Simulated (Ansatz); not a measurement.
**Al2Au in Ansatz: the effect of target pressure**

The system is Al2Au.

```
CELL_PARAMETERS angstrom
0.00000 3.00000 3.00000
3.00000 0.00000 3.00000
3.00000 3.00000 0.00000
ATOMIC_POSITIONS crystal
Au 0.00000 0.00000 0.00000
Al 0.75000 0.75000 0.75000
Al 0.25000 0.25000 0.25000
```

Alike in all runs:

```yaml
Program: Ansatz 0.2.0
Task: relaxation of cell and atoms
Functional: r2SCAN
Potentials_or_basis: Ansatz PAW
Cutoff: "500 eV (not typed: the program's choice for these potentials)"
k_mesh: 8 × 8 × 8
Occupations: fermi-dirac, width 0.05 eV
Spin: no spin polarisation
```

Each run relaxes the cell or the atoms first.

```csv
target pressure,relaxed volume (Å³/atom)
0 GPa,18.07
2 GPa,17.78
5 GPa,17.39
10 GPa,16.83
20 GPa,15.93
30 GPa,?
```

What does the run with target pressure 30 GPa give?

Relaxed volume 15.24 Å³/atom.

Worked out: In Murnaghan's law V^(-B') rises as a straight line in P. The other rows fit best with B' = 4.2, V0 = 18.07 Å³/atom and B0 = 120 GPa, which gives 15.24 Å³/atom at 30 GPa, against the run's 15.24.

Caveats: the plane-wave basis is chosen anew once the cell has moved, so the energies of steps on either side of that aren't comparable; the PAW data sets come from PBE, with cores solved anew for the run's functional, which leaves a small shift of forces and pressure; the volume moved by over 15 % at a fixed basis, so the end points are rough (some runs).
